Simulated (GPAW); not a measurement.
# TiC (Fm-3m) in GPAW: further runs

Aim: see how the results for TiC move with the level of theory and the settings. Levels: PBE, MS2, BEEF-vdW, BLYP+D3, LDA, PBE+D3(BJ). Tasks: equation of state, band structure.

Everything below comes from runs of GPAW 26.7.0. Logs are shortened: lines on timing, memory, paths and dates and some standing lists are left out, and cuts for length are marked. The log counts tension as positive stress, the text compression.

## 1. The structure

It takes space group Fm-3m (No. 225, cubic). The conventional cell has a = 4.331 Å, b = 4.331 Å, c = 4.331 Å, α = 90.00°, β = 90.00°, γ = 90.00°. Ti (site symmetry m-3m) has 6 C at 2.17 Å as nearest neighbours. C (site symmetry m-3m) is surrounded by 6 Ti at 2.17 Å.

The cell is a database's computed one.

## 2. Equation of state, PBE

The input, run.py:

```python
from ase import Atoms
from ase.eos import EquationOfState
from ase.io import Trajectory
from ase.units import GPa
from gpaw import GPAW, PW

atoms = Atoms(['Ti', 'C'],
              cell=[[0.0, 2.1657188437, 2.1657188437],
                    [2.1657188437, 0.0, 2.1657188437],
                    [2.1657188437, 2.1657188437, 0.0]],
              scaled_positions=[[0.0, 0.0, 0.0],
                                [0.5, 0.5, 0.5]],
              pbc=True)

traj = Trajectory('eos.traj', 'w')
volumes, energies = [], []
for x in [0.94, 0.96, 0.98, 1.0, 1.02, 1.04, 1.06]:
    a = atoms.copy()
    a.set_cell(atoms.cell * x**(1 / 3), scale_atoms=True)
    calc = GPAW(mode=PW(800),
                xc='PBE',
                kpts={'size': (9, 9, 9), 'gamma': True},
                occupations={'name': 'fermi-dirac', 'width': 0.05},
                nbands=18,
                convergence={'density': 1e-05, 'energy': 1e-05},
                maxiter=150,
                txt=f'eos-{x:.2f}.txt')
    a.calc = calc
    energies.append(a.get_potential_energy(force_consistent=True))
    volumes.append(a.get_volume())
    p = -a.get_stress()[:3].mean() / GPa
    calc.write(f'eos-{x:.2f}.gpw')
    traj.write(a)
    print(f'{x:.2f} {volumes[-1]:10.4f} A^3 {energies[-1]:14.6f} eV {p:9.3f} GPa', flush=True)

v0, e0, B = EquationOfState(volumes, energies, eos='birchmurnaghan').fit()
print(f'V0 = {v0:.4f} A^3, E0 = {e0:.6f} eV, B0 = {B / GPa:.2f} GPa')
```

Potentials or basis: GPAW PAW data sets (gpaw-data 1.2.1), pw.

Launch:

```bash
$ OMP_NUM_THREADS=1 python run.py
```

Log:

```text
__  _  _
 | _ |_)|_||  |
 |__||  | ||/\| - 26.7.0

Input parameters:
  mode=PW(ecut=800.0),
  convergence={'density': 1e-05, 'energy': 1e-05},
  kpts=MonkhorstPack(size=(9, 9, 9), gamma=True),
  maxiter=150,
  nbands=18,
  occupations=Occupations(name='fermi-dirac', width=0.05),
  xc=XC(name='PBE')

Diagonalizing LCAO Hamiltonian
Converting LCAO to pw mode

              C

       Ti

Atoms  # Å, Bohr magnetons
|   | symbol |        x |        y |        z |    initial magnetic moments |
|---|--------|----------|----------|----------|-----------------------------|
| 0 |     Ti | 0.000000 | 0.000000 | 0.000000 | ( 0.0000,  0.0000,  0.0000) |
| 1 |      C | 2.121508 | 2.121508 | 2.121508 | ( 0.0000,  0.0000,  0.0000) |

Unit cell  # Å
| periodic |        x |        y |        z |  lengths |    angles |
|----------|----------|----------|----------|----------|-----------|
|      yes | 0.000000 | 2.121508 | 2.121508 | 3.000266 | 60.000000 |
|      yes | 2.121508 | 0.000000 | 2.121508 | 3.000266 | 60.000000 |
|      yes | 2.121508 | 2.121508 | 0.000000 | 3.000266 | 60.000000 |

Number of symmetries: 48
Symmetry operations  # r_c * U_cc + t_c -> r_c
|    | kind |            matrix            |
|----|------|------------------------------|
|  0 |  σ   |  1, 0, 0,  1, 0,-1,  1,-1, 0 |
|  1 |  C2  |  1, 0, 0,  1,-1, 0,  1, 0,-1 |
|  2 |  E   |  1, 0, 0,  0, 1, 0,  0, 0, 1 |
|  3 |  σ   |  1, 0, 0,  0, 0, 1,  0, 1, 0 |
|  4 |  C4  |  1, 0,-1,  1, 0, 0,  1,-1, 0 |
|  5 |  S6  |  1, 0,-1,  1,-1, 0,  1, 0, 0 |
|  6 |  σ   |  1, 0,-1,  0, 1,-1,  0, 0,-1 |
|  7 |  C3  |  1, 0,-1,  0, 0,-1,  0, 1,-1 |
|  8 |  S6  |  1,-1, 0,  1, 0, 0,  1, 0,-1 |
|  9 |  C4  |  1,-1, 0,  1, 0,-1,  1, 0, 0 |
| 10 |  C3  |  1,-1, 0,  0,-1, 1,  0,-1, 0 |
| 11 |  σ   |  1,-1, 0,  0,-1, 0,  0,-1, 1 |
| 12 |  σ   |  0, 1, 0,  1, 0, 0,  0, 0, 1 |
| 13 |  C4  |  0, 1, 0,  0, 1,-1, -1, 1, 0 |
| 14 |  C3  |  0, 1, 0,  0, 0, 1,  1, 0, 0 |
| 15 |  S6  |  0, 1, 0, -1, 1, 0,  0, 1,-1 |
| 16 |  C2  |  0, 1,-1,  1, 0,-1,  0, 0,-1 |
| 17 |  σ   |  0, 1,-1,  0, 1, 0, -1, 1, 0 |
| 18 |  S4  |  0, 1,-1,  0, 0,-1,  1, 0,-1 |
| 19 |  C4  |  0, 1,-1, -1, 1, 0,  0, 1, 0 |
| 20 |  C3  |  0, 0, 1,  1, 0, 0,  0, 1, 0 |
| 21 |  σ   |  0, 0, 1,  0, 1, 0,  1, 0, 0 |
| 22 |  S6  |  0, 0, 1,  0,-1, 1, -1, 0, 1 |
| 23 |  C4  |  0, 0, 1, -1, 0, 1,  0,-1, 1 |
| 24 |  S4  |  0, 0,-1,  1, 0,-1,  0, 1,-1 |
| 25 |  C3  |  0, 0,-1,  0, 1,-1,  1, 0,-1 |
| 26 |  C2  |  0, 0,-1,  0,-1, 0, -1, 0, 0 |
| 27 |  S6  |  0, 0,-1, -1, 0, 0,  0,-1, 0 |
| 28 |  S4  |  0,-1, 1,  1,-1, 0,  0,-1, 0 |
| 29 |  C4  |  0,-1, 1,  0, 0, 1, -1, 0, 1 |
| 30 |  C2  |  0,-1, 1,  0,-1, 0,  1,-1, 0 |
| 31 |  σ   |  0,-1, 1, -1, 0, 1,  0, 0, 1 |
| 32 |  C3  |  0,-1, 0,  1,-1, 0,  0,-1, 1 |
| 33 |  S6  |  0,-1, 0,  0, 0,-1, -1, 0, 0 |
| 34 |  S4  |  0,-1, 0,  0,-1, 1,  1,-1, 0 |
| 35 |  C2  |  0,-1, 0, -1, 0, 0,  0, 0,-1 |
| 36 |  C2  | -1, 1, 0,  0, 1, 0,  0, 1,-1 |
| 37 |  S6  | -1, 1, 0,  0, 1,-1,  0, 1, 0 |
| 38 |  S4  | -1, 1, 0, -1, 0, 1, -1, 0, 0 |
| 39 |  C3  | -1, 1, 0, -1, 0, 0, -1, 0, 1 |
| 40 |  S6  | -1, 0, 1,  0, 0, 1,  0,-1, 1 |
| 41 |  C2  | -1, 0, 1,  0,-1, 1,  0, 0, 1 |
| 42 |  C3  | -1, 0, 1, -1, 1, 0, -1, 0, 0 |
| 43 |  S4  | -1, 0, 1, -1, 0, 0, -1, 1, 0 |
| 44 |  C2  | -1, 0, 0,  0, 0,-1,  0,-1, 0 |
| 45 |  i   | -1, 0, 0,  0,-1, 0,  0, 0,-1 |
| 46 |  σ   | -1, 0, 0, -1, 1, 0, -1, 0, 1 |
| 47 |  C2  | -1, 0, 0, -1, 0, 1, -1, 1, 0 |

BZ-sampling:
  Number of BZ points: 729
  Number of IBZ points: 35

  Monkhorst-Pack size: [9, 9, 9]
  Monkhorst-Pack shift: [0, 0, 0]

K-points  # in reciprocal-cell coordinates
|     |                                coordinates |     weight |
|-----|--------------------------------------------|------------|
|   0 | (  0.00000000,   0.00000000,   0.00000000) | 0.00137174 |
|   1 | (  0.11111111,   0.11111111,   0.00000000) | 0.00823045 |
|   2 | (  0.11111111,   0.11111111,   0.11111111) | 0.01097394 |
|   3 | (  0.22222222,   0.11111111,   0.11111111) | 0.01646091 |
|   4 | (  0.22222222,   0.22222222,   0.00000000) | 0.00823045 |
|   5 | (  0.22222222,   0.22222222,   0.11111111) | 0.03292181 |
|   6 | (  0.22222222,   0.22222222,   0.22222222) | 0.01097394 |
|   7 | (  0.33333333,   0.22222222,   0.11111111) | 0.03292181 |
|   8 | (  0.33333333,   0.22222222,   0.22222222) | 0.03292181 |
|   9 | (  0.33333333,   0.33333333,  -0.33333333) | 0.01646091 |
| ... |                                            |            |
|  34 | (  0.44444444,   0.44444444,   0.44444444) | 0.01097394 |

Plane wave coefficients: 1002
Cutoff: 800.0 eV

Spin-components: 1 (collinear spins)
Bands:           18
Projectors:      11
Spin-degeneracy: 2
Datatype:        complex128

Parallelization:
  kpt:    1
  domain: 1
  band:   1

Density:
  Valence electrons: 16.0
  Components: 1
  Grid points: [20 20 20]
  Charge: 0.0  # |e|

Potential:
  Grid points: [20 20 20]

species:
  Ti:
    name:    Titanium
    Z:       22.0
    valence: 12
    core:    10
    charge:  0.0  # [|e|]
    compensation charges:
      type: gauss
      rc: 0.38  # [Å]
      lmax: 2
    cutoffs:
      filter: 2.23  # [Å]
      core: 1.02  # [Å]
    projectors
    | kind |    occ | energy [eV] | rcut [Å] |
    |------|--------|-------------|----------|
    |   3s |  2.000 |     -62.623 |    1.270 |
    |   4s |  2.000 |      -4.466 |    1.270 |
    |   3p |  6.000 |     -38.862 |    1.058 |
    |   4p |  0.000 |      -1.466 |    1.058 |
    |   3d |  2.000 |      -4.258 |    1.058 |
    |    d |        |      22.953 |    1.058 |

    Using partial waves for Ti as LCAO basis

  C:
    name:    Carbon
    Z:       6.0
    valence: 4
    core:    2
    charge:  0.0  # [|e|]
    compensation charges:
      type: gauss
      rc: 0.20  # [Å]
      lmax: 2
    cutoffs:
      filter: 1.14  # [Å]
      core: 1.14  # [Å]
    projectors
    | kind |    occ | energy [eV] | rcut [Å] |
    |------|--------|-------------|----------|
    |   2s |  2.000 |     -13.751 |    0.635 |
    |   2p |  2.000 |      -5.284 |    0.635 |
    |    s |        |      13.461 |    0.635 |
    |    p |        |      21.927 |    0.635 |
    |    d |        |       0.000 |    0.635 |

    Using partial waves for C as LCAO basis

Reference energy: -24251.642397  # eV

eigensolver:
  PPCG
  Converge bands: occupied
  niter=2

density mixing:
  MSR1-Mixer
  Pratt-step length: 0.05
  Maximum mixing coefficient: 0.75
  Old densities: 10
  SVD Regularization: 0.005
  Good broyden scale: 1.0
  Trust region scale: 1.0
  Backstep threshold: 4.0
  History deletion threshold: 6.0
  Fourier metric: weight=20.0, sigma=0.015

occupation numbers:
  Fermi-Dirac:
    width: 0.0500  # eV

poisson solver:
  ecut: 6400.0  # eV

xc functional:
  name: PBE with 2 nearest neighbor stencil

convergence criteria:
[... 6 lines left out ...]
|iter     | |      energy | eigst |  dens |
|---------|-|-------------|-------|-------|
|iter:   1| |  -19.770805 | -0.37 |       |
|iter:   2| |  -18.945692 | -2.51 | -0.80 |
|iter:   3| |  -17.484329 | -1.31 | -0.88 |
|iter:   4| |  -17.478140 | -2.87 | -1.61 |
|iter:   5| |  -17.489583 | -3.44 | -1.82 |
|iter:   6| |  -17.489518 | -4.09 | -2.47 |
|iter:   7| |  -17.489526c| -6.19 | -3.46 |
|iter:   8| |  -17.489529c| -6.71 | -3.82 |
|iter:   9| |  -17.489529c| -8.21c| -4.57 |
|iter:  10| |  -17.489529c| -8.38c| -5.28c|

Converged in 10 steps
Energy contributions relative to reference atoms: (reference = -24251.642397)

Energy contributions:
  Kinetic:          23.291465
  Coulomb:         -22.972903
  Zero:              0.101974
  External:          0.000000
  Xc:              -17.908803
  Entropy:          -0.002527
  Spinorbit:         0.000000
  ----------------------------
  Free energy:     -17.490792
  Extrapolated:    -17.489529

dipole moment: (-13.542152, -13.542152, -13.542152)  # |e|*Ang

Fermi level: 10.993
Eigenvalues  # (at kpt = [0.000, 0.000, 0.000])
| band index |      eig [eV] | occ [0-2] |
|------------|---------------|-----------|
|          0 |       -45.363 |     2.000 |
|          1 |       -21.374 |     2.000 |
|          2 |       -21.374 |     2.000 |
|          3 |       -21.374 |     2.000 |
|          4 |        -1.666 |     2.000 |
|          5 |        11.725 |     0.000 |
|          6 |        11.725 |     0.000 |
|          7 |        11.725 |     0.000 |
|          8 |        12.752 |     0.000 |
|          9 |        12.752 |     0.000 |
|         10 |        12.752 |     0.000 |
|         11 |        12.871 |     0.000 |
|         12 |        12.871 |     0.000 |
|        ... |               |           |
|         17 |        31.707 |     0.000 |

No gap
No difference between direct/indirect transitions

Stress tensor  # eV/Ang^3
|         x |         y |         z |
|-----------|-----------|-----------|
| -0.117937 | -0.000000 | -0.000000 |
| -0.000000 | -0.117937 |  0.000000 |
| -0.000000 |  0.000000 | -0.117937 |

# Writing to eos-0.94.gpw (mode='')
```

It took 76 s on 1 thread of Arm Neoverse V2, shared host; peak memory 0.22 GiB.

What came out:

| Property | Result |
| --- | --- |
| Equilibrium volume | 10.22 Å³/atom |
| Bulk modulus | 250 GPa |
| Pressure derivative of the bulk modulus | 4.0 |

Energy against volume, from the lowest point:
```
volume (Å³/atom)  energy (meV/atom)
           9.548              38.09
           9.752              17.67
           9.955               5.23
          10.158               0.00
          10.361               1.22
          10.564               8.33
          10.767              20.85
```

[end of part 1 of 2]
